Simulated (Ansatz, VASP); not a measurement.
## One calculation of GaN, two programs

```
CELL_PARAMETERS angstrom
3.18082 0.00000 0.00000
-1.59041 2.75467 0.00000
0.00000 0.00000 17.24641
ATOMIC_POSITIONS crystal
N 0.00000 0.00000 0.40588
N 0.33333 0.66667 0.60029
Ga 0.33333 0.66667 0.44353
Ga 0.66667 0.33333 0.59614
```

Alike in both runs: functional PBEsol; k mesh 9 × 9 × 1; occupations gaussian, width 0.05 eV; no spin polarisation.

Ansatz relaxed the structure, and its values are those at the end. VASP's run is a single point on that final structure, the one shown.

|  | VASP | Ansatz |
| --- | --- | --- |
| version | VASP 6.6.1 | Ansatz 0.2.0 |
| potentials or method | VASP PAW PBE potentials, release 64 (N, Ga_d) | scalar-relativistic, plane waves, PAW |
| plane-wave cutoff (eV) | 520 | 420 |
| valence electrons in the cell | 36 | 36 |

Ansatz gave:

| Item | Value |
| --- | --- |
| gap on the k mesh at the Fermi level (eV) | 0.29 |
| least direct gap on the mesh (eV) | 0.29 |
| rms of the force components (eV/Å) | 1.219 |

Question: Estimate VASP's values.

Answer: gap on the k mesh at the Fermi level (eV): 0.29; least direct gap on the mesh (eV): 0.29; rms of the force components (eV/Å): 1.232.

With one functional, cell and mesh, what is left measures potentials, basis and numerics. Ansatz warned: «pseudo_functional_mismatch».

Caveats: the PAW data sets were made with another functional, which shifts forces and pressure a little (VASP).
